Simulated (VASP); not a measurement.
SnSe: relaxation of cell and atoms with LDA

The system is SnSe.

```
Sn Se
1.0
     3.17741    0.00000    0.00000
     0.00000    3.17741    0.00000
     0.00000    0.00000    3.17741
Sn Se
1 1
Direct
  0.50000 0.50000 0.50000
  0.00000 0.00000 0.00000
```

Measurements of this composition are mostly on another form, of space group No. 62.

```
Program                : VASP 6.6.1
Task                   : relaxation of cell and atoms
Functional             : LDA
Potentials or basis    : VASP PAW LDA potentials, release 64 (Sn_d, Se)
Cutoff                 : 600 eV
k mesh                 : 8 × 8 × 8
Occupations            : gaussian, width 0.03 eV
Spin                   : no spin polarisation
Target pressure        : 50.1 GPa
Further INCAR settings : ALGO = Normal; EDIFF = 1e-07; IBRION = 2; EDIFFG = -0.005; NSW = 90; ISIF = 3
Target pressure        : 50.1 GPa
```

```
Pressure after relaxing : 50.1 GPa
Band gap on the k mesh  : none (metal or under the smearing width)
```

Final structure:
```yaml
crystal:
  lattice:
    - [3.17741, 0.00000, 0.00000]
    - [0.00000, 3.17741, 0.00000]
    - [0.00000, 0.00000, 3.17741]
  atoms:
    - { symbol: Sn, position: [0.50000, 0.50000, 0.50000] }
    - { symbol: Se, position: [0.00000, 0.00000, 0.00000] }
```

Levels at points of the mesh, in eV from the Fermi level:
```tsv
k point	band 6	band 7	band 8	band 9	band 10	band 11	band 12	band 13	band 14
(0.00, 0.00, 0.00)	-18.08	-4.51	-3.68	-3.68	-3.68	3.01	3.01	9.46	9.46
(0.50, 0.00, 0.00)	-15.84	-12.00	-1.33	-1.33	0.33	2.13	3.13	3.13	4.68
(0.50, 0.50, 0.00)	-13.72	-8.73	-8.73	-7.40	-0.73	5.25	5.25	6.66	7.02
(0.50, 0.50, 0.50)	-12.91	-5.46	-5.46	-5.46	-3.76	-3.28	-3.28	-3.28	19.36
```

Run time: 11 s on 1 thread of Intel(R) Xeon(R) Platinum 8559C (Emerald Rapids), on a shared host, peak memory 0.15 GiB.

Caveat: the relaxation stopped at its first step, so nothing moved; the cell is relaxed towards a set pressure, so the enthalpy falls and the energy may rise.
